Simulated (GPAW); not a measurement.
**CuO and the effect of the Hubbard U on Cu d**

It takes space group Cccm (No. 66, orthorhombic). The conventional cell has a = 3.982 Å, b = 4.307 Å, c = 5.156 Å, α = 90.00°, β = 90.00°, γ = 90.00°. Around Cu (site symmetry 2/m) lie 4 O at 1.95 Å. O (site symmetry 222) has 4 Cu at 1.95 Å as nearest neighbours.

Measurements of this composition are mostly on another form, of space group No. 15.

Kept alike: task band structure; functional PBEsol; k mesh 7 × 7 × 4; occupations fermi-dirac, width 0.05 eV; no spin polarisation. Program: GPAW, PAW data sets generated for this functional, cutoff 800 eV. The mesh is that of the run's cell of 4 atoms. No spin-orbit coupling.

```csv
"Hubbard U on Cu d, U (eV)",pressure (GPa)
0,-3.68
1,-3.78
2,-3.87
3,-3.94
4,-4.01
6,-4.14
8,-4.28
```

Pressure is positive in compression; the values hold the error of the finite cutoff, so their zero can differ a little from the energy's minimum. U acts here on a shell without spin polarisation. For a metal such a mesh leaves the last digits unconverged. How U acts hangs on the program's projectors.

The pressure falls from -3.68 to -4.28 GPa between 0 and 8 eV.
